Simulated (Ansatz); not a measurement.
Calculated field gradients at the nuclei for SnO under strain

The cell is a COD entry, relaxed with PBE at fixed cell and then changed (z compressed by 2 %, ions relaxed).

```yaml
crystal:
  lattice:
    - [2.50000, -2.86000, 0.00000]
    - [2.50000, 2.86000, 0.00000]
    - [0.00000, 0.00000, 10.89760]
  atoms:
    - { symbol: Sn, position: [0.00001, 0.99999, 0.98788] }
    - { symbol: Sn, position: [0.99999, 0.00001, 0.48788] }
    - { symbol: Sn, position: [0.49987, 0.50013, 0.26912] }
    - { symbol: Sn, position: [0.50013, 0.49987, 0.76912] }
    - { symbol: O, position: [0.99999, 0.49997, 0.37850] }
    - { symbol: O, position: [0.00001, 0.50003, 0.87850] }
    - { symbol: O, position: [0.50003, 0.00001, 0.37850] }
    - { symbol: O, position: [0.49997, 0.99999, 0.87850] }
```

Atoms are numbered from 1 in the order listed; like atoms form one site, named after its first atom.

Method: Kohn–Sham DFT in Ansatz, PBE, plane waves and PAW, scalar-relativistic, 420 eV cutoff, Γ-centred 8×8×3 k-points, Fermi–Dirac smearing 0.02 eV.

C_Q = eQV_zz/h, which is 24.18 MHz for Q = 1 b and V_zz = 10²¹ V/m²; η = (V_xx − V_yy)/V_zz. Directions are in the Cartesian axes of the cell vectors above, for the atom listed; none is given where the gradient is under 0.02 or η is above 0.95.

```json
{"site": "Sn", "first atom": "1", "first shell": "4 O at 2.24 Å", "V_zz (10²¹ V/m²)": "-18.30", "η": "0.30", "direction of V_zz (x, y, z)": "0.00 0.00 1.00"}
{"site": "O", "first atom": "5", "first shell": "4 Sn at 2.24 Å", "V_zz (10²¹ V/m²)": "-5.02", "η": "0.43", "direction of V_zz (x, y, z)": "1.00 0.00 0.00"}
```

At Sn V_zz points towards the open side of its shell (within 1°).

Without spin–orbit coupling (the program notes it for Sn) the gradients can shift somewhat, as the gap is small. The database positions were far from equilibrium, so the relaxed structure may not be the compound's real one.

The relaxation (4 steps) took 63 s of wall time (60 s of CPU time) and 0.59 GiB at its peak, on 1 thread of Intel Xeon 6975P-C (Granite Rapids) (x86_64; 16 cores open to the job, memory cap 3.0 GiB, no GPU), a shared host with a load of 0.5 a core.
